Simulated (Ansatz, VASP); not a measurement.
## Two plane-wave programs on MgO

Contents of run.py:

```python
from ase.calculators.vasp import Vasp
from ase.dft.bandgap import bandgap
from ase.io import read

atoms = read('MgO.xyz')
calc = Vasp(
    directory='calc',
    xc='pbe0',
    pp='PBE',
    setups={'base': 'minimal', 'O': '_s'},
    prec='Accurate',
    encut=400,
    ediff=1e-06,
    ismear=0,
    sigma=0.05,
    lreal=False,
    lasph=True,
    nelm=100,
    algo='Normal',
    isif=2,
    lwave=False,
    lcharg=True,
    precfock='Normal',
    hfrcut=-1,
    lelf=True,
    lvhar=True,
    kpts=[6, 6, 6],
    gamma=True,
)
atoms.calc = calc

print('energy (eV):', atoms.get_potential_energy())
print('free energy (eV):', atoms.get_potential_energy(force_consistent=True))
print('forces (eV/A):')
print(atoms.get_forces())
print('stress (eV/A^3, Voigt):', atoms.get_stress())
print('Fermi level (eV):', calc.get_fermi_level())
gap, top, bottom = bandgap(calc)
print('band gap (eV):', gap, 'from (spin, k, band)', top, 'to', bottom)
```

MgO.xyz

```xyz
2
Lattice="0.0000000000 2.0970013927 2.0970013927 2.0970013927 0.0000000000 2.0970013927 2.0970013927 2.0970013927 0.0000000000" Properties=species:S:1:pos:R:3 pbc="T T T"
Mg     0.0000000000      0.0000000000      0.0000000000
O      2.0970013927      2.0970013927      2.0970013927
```

The input input.yaml:

```yaml
crystal:
  lattice:
    - [0.0, 2.0970013927, 2.0970013927]
    - [2.0970013927, 0.0, 2.0970013927]
    - [2.0970013927, 2.0970013927, 0.0]
  atoms:
    - { symbol: Mg, position: [0.0, 0.0, 0.0] }
    - { symbol: O, position: [0.5, 0.5, 0.5] }
hamiltonian:
  xc: pbe0
  pseudopotentials: { kind: paw }
kpoints:
  mp_grid: { grid: [6, 6, 6] }
scf:
  occupations: { method: gaussian, width: 0.05 }
output:
  forces: true
  stress: true
  eigenvalues: true
  write_density: true
  write_potential: true
  elf: true
  volumetric_format: npy
```

The cell is a database's computed one.

Alike in both runs: task single point; functional PBE0; k mesh 6 × 6 × 6; occupations gaussian, width 0.05 eV; no spin polarisation.

|  | VASP | Ansatz |
| --- | --- | --- |
| version | VASP 6.6.1 | Ansatz 0.2.0 |
| potentials or method | VASP PAW PBE potentials, release 64 (Mg, O_s) | Ansatz PAW |
| plane-wave cutoff (eV) | 400 | 420 |
| valence electrons in the cell | 8 | 16 |

Ansatz gave:

```
gap on the k mesh at the Fermi level (eV) : 7.36
least direct gap on the mesh (eV)         : 7.36
pressure (GPa)                            : 1.0
```

Task: Which values does VASP return?

Result: gap on the k mesh at the Fermi level (eV): 7.32; least direct gap on the mesh (eV): 7.32; pressure (GPa): 0.5.

The functional is the same, so the differences come from potentials, cutoffs and numerics. The two sets of potentials don't hold the same shells in valence.

Caveats: the k mesh is coarse (spacing up to 0.43 Å⁻¹), so the values aren't converged, least of all with exact exchange; the PAW data sets were made with another functional, which shifts forces and pressure a little (VASP); the pressure holds a Pulay correction of +0.4 GPa for the finite cutoff (Ansatz); the PAW data sets come from PBE, with cores solved anew for the run's functional, which leaves a small shift of forces and pressure (Ansatz); the thresholds are loose for stress (Ansatz).
